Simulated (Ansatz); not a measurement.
Al2O3:

```xyz
10
Lattice="4.6138 0.0000 0.0000 0.0000 9.5633 0.0000 0.0000 0.0000 3.1199" Properties=species:S:1:pos:R:3 pbc="T T T"
Al    4.5352    7.8856    0.0000
Al    0.0785    1.6777    0.0000
Al    2.2283    6.4593    1.5599
Al    2.3854    3.1040    1.5599
O     2.3069    4.7816    1.5599
O     0.5704    7.2016    1.5599
O     1.7365    2.4200    0.0000
O     2.8773    7.1433    0.0000
O     0.0000    0.0000    0.0000
O     4.0434    2.3617    1.5599
```

Measurements of this composition are mostly on another form, of space group No. 167.

Base run:

| Quantity | Value |
| --- | --- |
| Program | Ansatz 0.2.0 |
| Functional | PBE |
| Potentials or basis | Ansatz PAW |
| Cutoff | 420 eV (not typed: the program's choice for these potentials) |
| k mesh | 6 × 3 × 9 |
| Occupations | gaussian, width 0.013 eV |
| Spin | no spin polarisation |

Its results: band gap on the k mesh 3.52 eV, direct; pressure 0.0 GPa; largest force 0.190 eV/Å.

Problem. The run is repeated on the same cell with these changes: functional from PBE to r2SCAN; cutoff from 420 eV (not typed: the program's choice for these potentials) to 500 eV (not typed: the program's choice for these potentials); occupations from gaussian, width 0.013 eV to fermi-dirac, width 0.05 eV. What comes out?

Solution. Band gap on the k mesh 4.12 eV, direct; pressure -4.1 GPa; largest force 0.209 eV/Å.

Caveats: odd divisions of the mesh miss points on the zone boundary, where band edges often lie, so the gap on the mesh can be too wide (some runs); the PAW data sets come from PBE, with cores solved anew for the run's functional, which leaves a small shift of forces and pressure (some runs).
